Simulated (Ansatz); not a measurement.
NbAs:

```
Nb As
1.0
    -1.72585    1.72585    5.84000
     1.72585   -1.72585    5.84000
     1.72585    1.72585   -5.84000
Nb As
2 2
Direct
  0.50000 0.00000 0.50000
  0.75000 0.75000 0.00000
  0.91600 0.41600 0.50000
  0.16600 0.16600 0.00000
```

```yaml
Program: Ansatz 0.2.0
Task: single point
Functional: PBEsol
Potentials_or_basis: all-electron LAPW, scalar-relativistic
Cutoff: 267 eV (chosen from the basis error)
Basis_error_allowed: 0.001 eV/atom
k_mesh: 11 × 11 × 11
Occupations: fermi-dirac, width 0.05 eV
Spin: no spin polarisation
```

On this cell: pressure -2.3 GPa; largest force 0.288 eV/Å; band gap on the k mesh none (metal or under the smearing width).

The same run follows on a disturbed copy (atoms moved at random, drawn with an rms of 0.05 Å):

```
CELL_PARAMETERS angstrom
-1.72585 1.72585 5.84000
1.72585 -1.72585 5.84000
1.72585 1.72585 -5.84000
ATOMIC_POSITIONS crystal
Nb 0.50646 0.99884 0.51287
Nb 0.75111 0.75966 0.00702
As 0.89341 0.42102 0.49657
As 0.15960 0.17012 0.00200
```

What changes?

The energy (extrapolated to zero smearing) moves by +31.0 meV/atom; pressure -1.5 GPa; largest force 1.499 eV/Å; band gap on the k mesh none (metal or under the smearing width).

Forces on the atoms (eV/Å):
```
Nb   0.282 -0.923 -0.105
Nb   0.014 -0.007 -1.473
As  -0.347  0.635  1.313
As   0.050  0.295  0.265
```

Stress tensor (GPa, compression positive):
```
-0.76 -0.24  0.21
-0.24 -4.01 -0.52
 0.21 -0.52  0.41
```
